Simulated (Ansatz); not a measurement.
The same path of a periodic cell of 17 atoms, Al16H (surface Al(100), adsorbate H) was run twice with different band settings.

These are results of DFT PBE, scalar-relativistic, plane waves, PAW in Ansatz, not measurements. Settings: cutoff 420 eV, k mesh 3x3x1, gaussian smearing 0.05 eV, no spin polarisation.

Relaxed end points:

```xyz
17
Lattice="5.7276 0.0000 0.0000 0.0000 5.7276 0.0000 0.0000 0.0000 19.0750" Properties=species:S:1:pos:R:3
Al 1.432 1.432 1.000
Al 4.296 1.432 1.000
Al 1.432 4.296 1.000
Al 4.296 4.296 1.000
Al -0.017 0.000 2.995
Al 2.880 0.000 2.995
Al 0.003 2.864 2.978
Al 2.860 2.863 2.978
Al 1.431 1.447 5.011
Al 4.294 1.410 5.083
Al 1.431 4.279 5.011
Al 4.295 4.315 5.083
Al -0.028 -0.001 7.048
Al 2.892 -0.002 7.049
Al 0.060 2.862 6.999
Al 2.801 2.862 7.000
H 4.296 -0.003 8.187
```

```xyz
17
Lattice="5.7276 0.0000 0.0000 0.0000 5.7276 0.0000 0.0000 0.0000 19.0750" Properties=species:S:1:pos:R:3
Al 1.432 1.432 1.000
Al 4.296 1.432 1.000
Al 1.432 4.296 1.000
Al 4.296 4.296 1.000
Al 0.016 0.000 2.995
Al 2.847 0.000 2.995
Al -0.004 2.863 2.978
Al 2.867 2.864 2.978
Al 1.430 1.410 5.083
Al 4.295 1.447 5.011
Al 1.431 4.315 5.083
Al 4.295 4.279 5.011
Al 0.029 -0.002 7.049
Al 2.835 -0.001 7.048
Al -0.063 2.862 7.000
Al 2.924 2.862 6.999
H 7.160 -0.003 8.187
```

Common settings: spring 5.0 eV/Å²; optimiser quadratic models (default); force threshold 0.05 eV/Å; end points relaxed; atoms held 1 to 4.

| run | movable images | climbing image | start path | iteration limit |
| --- | --- | --- | --- | --- |
| 1 | 5 | yes | IDPP | 48 |
| 2 | 4 | from the first iteration | default | 50 |

Q: What does each run give, and how far can it be trusted?

A: Run 1: converged after 6 iterations, highest image 0.155 eV above the first end. Beside the main top the profile has a ripple of under 15 meV (maxima at images 2, 4), which may be a very shallow well or noise. By the program's own check the climbing image is of a kind that is not told: the force calls were inconclusive, a negative curvature could not be distinguished from the path's own, the only one lies far off the path, or fixed occupations may fill a level only in part (lowest curvatures found: -0.14 and 0.11 eV/Å²).
Run 2: converged after 15 iterations, highest image 0.155 eV above the first end. The order of the stationary point at the top wasn't checked.
Limits of this set-up: coarse k mesh, thin slab, slab without dipole correction, odd electron count without spin.
